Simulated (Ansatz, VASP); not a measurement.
## Ge in VASP and in Ansatz

```
Ge
1.0
     3.41281    0.01755   -0.01877
    -0.01936    3.80815   -0.02326
    -1.67093   -1.88921    3.31626
Ge
2
Direct
  0.30811 0.30768 0.61543
  0.69189 0.69232 0.38457
```

Alike in both runs: functional PBE; k mesh 6 × 6 × 6; occupations gaussian, width 0.1 eV; no spin polarisation.

Ansatz relaxed the structure, and its values are those at the end. VASP's run is a single point on that final structure, the one shown.

|  | VASP | Ansatz |
| --- | --- | --- |
| version | VASP 6.6.1 | Ansatz 0.2.0 |
| potentials or method | VASP PAW PBE potentials, release 64 (Ge_d) | scalar-relativistic, plane waves, PAW |
| plane-wave cutoff (eV) | 520 | 420 |
| valence electrons in the cell | 28 | 28 |

|  | VASP | Ansatz | Ansatz less VASP |
| --- | --- | --- | --- |
| gap on the k mesh at the Fermi level (eV) | none | none | - |
| pressure (GPa) | 0.0 | 0.1 | +0.11 |
| rms of the force components (eV/Å) | 0.014 | 0.014 | +0.0002 |

A gap of «none» marks a metal or a gap that the smearing closes. The functional is the same, so the differences come from potentials, cutoffs and numerics.
